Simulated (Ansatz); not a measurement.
**Relativity in CaS**

```yaml
crystal:
  lattice:
    - [0.00000, 2.84300, 2.84300]
    - [2.84300, 0.00000, 2.84300]
    - [2.84300, 2.84300, 0.00000]
  atoms:
    - { symbol: Ca, position: [0.00000, 0.00000, 0.00000] }
    - { symbol: S, position: [0.50000, 0.50000, 0.50000] }
```

Atom numbers follow the list: Ca1, S2.

The cell is COD entry 1011236, as deposited and not checked against the literature; nothing was relaxed. It is an old determination, and later ones may differ.

One fixed cell is solved with PBE by LAPW (all electrons) in Ansatz 0.2.0 under different relativistic treatments. Pressure is positive in compression.

Sampling and basis: a Γ-centred 7×7×7 k mesh, Fermi–Dirac smearing of 0.01 eV, basis error target 0.25 meV/atom, no spin polarisation.

```json
{"setting": "scalar-relativistic", "P (GPa)": "?", "gap over the k mesh and a high-symmetry path (eV)": "2.35", "lowest level at Γ above −25 eV, from the valence-band top or, without a gap, the Fermi level (eV)": "-20.17"}
{"setting": "non-relativistic", "P (GPa)": "?", "gap over the k mesh and a high-symmetry path (eV)": "2.33", "lowest level at Γ above −25 eV, from the valence-band top or, without a gap, the Fermi level (eV)": "-20.15"}
```

**Question.** What belongs in the row "non-relativistic", column "P (GPa)"?

**Answer.** 0.85.

**Question.** Fill in "P (GPa)" for the row "scalar-relativistic".

**Answer.** 0.79.
